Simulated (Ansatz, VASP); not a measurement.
This is a calculation of Si2W for Ansatz 0.2.0.

Contents of input.yaml:

```yaml
crystal:
  lattice:
    - [-1.6069, 1.6069, 3.91495]
    - [1.6069, -1.6069, 3.91495]
    - [1.6069, 1.6069, -3.91495]
  atoms:
    - { symbol: W, position: [0.0, 0.0, 0.0] }
    - { symbol: Si, position: [0.6653, 0.6653, 0.0] }
    - { symbol: Si, position: [0.3347, 0.3347, 0.0] }
kpoints:
  mp_grid: { grid: [7, 7, 7] }
scf:
  occupations: { method: fermi_dirac, width: 0.03 }
hamiltonian:
  xc: pbesol
  pseudopotentials: { kind: all_electron, lapw: { basis_error: 0.002 } }
output:
  forces: true
  stress: true
  eigenvalues: true
```

Potentials or basis: all-electron LAPW, scalar-relativistic.

Run with:

```bash
$ ansatz run input.yaml --threads 2 --pin off --max-ram 8192MiB --backend cpu --events-out ev --progress --plain --runs-dir out
```

Task: Translate it to VASP 6.6.1. Potentials there: VASP PAW PBE potentials, release 64 (W_sv, Si).

Result: As run (the cutoff follows the program's own potentials):

The input INCAR:

```
PREC = Accurate ; ENCUT = 520
EDIFF = 1E-7 ; ISMEAR = -1
SIGMA = 0.03 ; LREAL = False
LASPH = True ; NELM = 60
ALGO = Normal ; ISIF = 2
LWAVE = False ; LCHARG = False
GGA = PS ; NBANDS = 18
```

KPOINTS

```
Automatic mesh
0
Gamma
  7 7 7
```

POSCAR

```
Si2W
1.0
   -1.6069000000      1.6069000000      3.9149500000
    1.6069000000     -1.6069000000      3.9149500000
    1.6069000000      1.6069000000     -3.9149500000
W Si
1 2
Direct
    0.0000000000      0.0000000000      0.0000000000
    0.6653000000      0.6653000000      0.0000000000
    0.3347000000      0.3347000000      0.0000000000
```

Potentials or basis: VASP PAW PBE potentials, release 64 (W_sv, Si).

The run is started by

```bash
$ cat potpaw_PBE.64/W_sv/POTCAR potpaw_PBE.64/Si/POTCAR > POTCAR
$ mpirun -np 1 vasp_std > vasp.out
```

Both were run:

|  | VASP | Ansatz | Ansatz less VASP |
| --- | --- | --- | --- |
| gap on the k mesh at the Fermi level (eV) | none | none | - |
| pressure (GPa) | -1.7 | -2.0 | -0.36 |
| largest component of the traceless stress (GPa) | 0.09 | 0.10 | +0.010 |
| rms of the force components (eV/Å) | 0.006 | 0.009 | +0.0035 |

Atom by atom the forces differ by 0.004 eV/Å (rms over components). A gap of «none» marks a metal or a gap that the smearing closes. Ansatz ran all-electron here, so the differences hold the error of VASP's frozen core and of both bases.

Caveats: the k mesh is coarse (spacing up to 0.39 Å⁻¹), so the values aren't converged; the PAW data sets were made with another functional, which shifts forces and pressure a little (VASP); the k mesh is thin for a metal, which can move the energy by tens of meV per atom (Ansatz). The runs have no spin-orbit coupling, so splittings on W are missing.
